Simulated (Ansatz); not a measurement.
Set up this calculation in Ansatz 0.2.0, as the native input.

```yaml
Task: band structure
Functional: PBEsol
Potentials_or_basis: all-electron LAPW, non-relativistic
Cutoff: 244 eV (chosen from the basis error)
Basis_error_allowed: 0.002 eV/atom
k_mesh: 7 × 7 × 7
Occupations: fermi-dirac, width 0.05 eV
Spin: no spin polarisation
```

CuAu3:

```
Au Cu
1.0
     3.98000    0.00000    0.00000
     0.00000    3.98000    0.00000
     0.00000    0.00000    3.98000
Au Cu
3 1
Direct
  0.50000 0.50000 0.00000
  0.50000 0.00000 0.50000
  0.00000 0.50000 0.50000
  0.00000 0.00000 0.00000
```

These files were run (other wordings do the same):

input.yaml

```yaml
crystal:
  lattice:
    - [3.98, 0.0, 0.0]
    - [0.0, 3.98, 0.0]
    - [0.0, 0.0, 3.98]
  atoms:
    - { symbol: Au, position: [0.5, 0.5, 0.0] }
    - { symbol: Au, position: [0.5, 0.0, 0.5] }
    - { symbol: Au, position: [0.0, 0.5, 0.5] }
    - { symbol: Cu, position: [0.0, 0.0, 0.0] }
kpoints:
  mp_grid: { grid: [7, 7, 7] }
  band_path:
    path:
      - [0.0, 0.0, 0.0]
      - [0.0, 0.5, 0.0]
      - [0.5, 0.5, 0.0]
      - [0.0, 0.0, 0.0]
      - [0.5, 0.5, 0.5]
      - [0.0, 0.5, 0.0]
    npoints: 8
scf:
  occupations: { method: fermi_dirac, width: 0.05 }
hamiltonian:
  xc: pbesol
  pseudopotentials:
    kind: all_electron
    lapw: { basis_error: 0.002 }
    relativity: none
output:
  forces: true
  stress: true
  eigenvalues: true
```

Potentials or basis: all-electron LAPW, non-relativistic.

Run with:

```sh
$ ansatz run input.yaml --threads 2 --pin off --max-ram 8192MiB --backend cpu --events-out ev --progress --plain --runs-dir out
```

Results of the run:

The pressure is 22.8 GPa. The band gap along the path is none (metal or under the smearing width).

Caveat: relativity is left out, which matters for the heavier elements; spin-orbit coupling is left out, which moves the levels of the heavy elements.

It took 27 s on 2 threads of Arm Neoverse V2, with other jobs on the host, peak memory 0.53 GiB.
